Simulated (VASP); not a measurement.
Ge:

```
Ge
1.0
     0.00000    2.82891    2.82891
     2.82891    0.00000    2.82891
     2.82891    2.82891    0.00000
Ge
2
Direct
  0.75000 0.75000 0.75000
  0.50000 0.50000 0.50000
```

| Quantity | Value |
| --- | --- |
| Program | VASP 6.6.1 |
| Task | relaxation of cell and atoms |
| Functional | PBE |
| Potentials or basis | VASP PAW PBE potentials, release 54 (Ge) |
| Cutoff | 580 eV |
| k mesh | 8 × 8 × 8 |
| Occupations | fermi-dirac, width 0.05 eV |
| Spin | no spin polarisation |

At the start: pressure 4.5 GPa; volume 22.64 Å³/atom.

Problem. Where does the relaxation end?

Solution. Over 3 steps the energy falls by 20.2 meV/atom and the volume is 24.17 Å³/atom (+6.8 %); space group Fd-3m (No. 227, to 0.05 Å).

Step by step:
| step | energy change (eV) | largest force (eV/Å) | pressure (GPa) | volume (Å³) |
| --- | --- | --- | --- | --- |
| 1 | 0.0000 | 0.0000 | 4.48 | 45.28 |
| 2 | -0.0352 | 0.0000 | -1.36 | 49.55 |
| 3 | -0.0405 | 0.0000 | 0.00 | 48.34 |

Final structure:
```
Ge
1.0
     0.00000    2.89134    2.89134
     2.89134    0.00000    2.89134
     2.89134    2.89134    0.00000
Ge
2
Direct
  0.75000 0.75000 0.75000
  0.50000 0.50000 0.50000
```

The cell as given is a measured one (22.64 Å³/atom); PBE puts the equilibrium volume +6.8 % from it, thermal expansion not counted.
